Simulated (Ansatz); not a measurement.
**SnO₂: comparing deformations**

These are results of DFT PBE, scalar-relativistic, plane waves, PAW in Ansatz, not measurements. Settings: plane waves to 420 eV, k-mesh 16×16×16 (Γ-centred), Gaussian smearing 0.15 eV. No spin polarisation. Energies are free energies at this smearing, counted from the undisturbed cell; pressure is positive in compression.

The starting cell (relaxed at this level; this fluorite-type form isn't the usual structure):

```
CELL_PARAMETERS angstrom
0.00000 2.57165 2.57165
2.57165 0.00000 2.57165
2.57165 2.57165 0.00000
ATOMIC_POSITIONS crystal
Sn 0.00000 0.00000 0.00000
O 0.25000 0.25000 0.25000
O 0.75000 0.75000 0.75000
```

The cell is strained by ε times a Voigt pattern (xx, yy, zz, yz, xz, xy; engineering shear) with fractional coordinates fixed. τ = (1/V0) dE/dε comes from the stress tensor. Of each scan, only the three points used here are listed.

| pattern | ε | τ (GPa) |
| --- | --- | --- |
| (0, 0, 0, 0, 0, 1) | -0.0050 | -0.062 |
| (0, 0, 0, 0, 0, 1) | 0.0000 | 0.000 |
| (0, 0, 0, 0, 0, 1) | 0.0050 | 0.062 |
| (0, 0, 1, 0, 0, 0) | -0.0100 | -4.81 |
| (0, 0, 1, 0, 0, 0) | 0.0000 | 0.01 |
| (0, 0, 1, 0, 0, 0) | 0.0050 | 2.32 |

**Question.** Which constants do the scans give, and which deformation costs least for the same size of strain tensor?

**Answer.** The slope dτ/dε at zero (parabola through three points) is pᵀCp: (0, 0, 0, 0, 0, 1) gives C44 = 12.3 GPa; (0, 0, 1, 0, 0, 0) gives C11 = 468 GPa. The size of the strain tensor, ε:ε, is ε² times 0.5, 1.0. Per unit of it the stiffnesses are 24.7, 468 GPa, so (0, 0, 0, 0, 0, 1) is the softest of these: at ε:ε = (1 %)² the quadratic term costs 0.09 meV/atom against 1.66 for the stiffest. These are clamped-ion values.

Forces appear on the atoms along this scan, and letting them relax would lower the energy and soften the response. No gap shows at this level, though a semilocal functional can close a small gap that the real compound has; without a gap these slopes depend on the k mesh and the smearing.

Cost: 11 runs of about 2.4 core-minutes in all, on Intel Xeon Platinum 8259CL (Skylake/Cascade Lake) (shared hosts).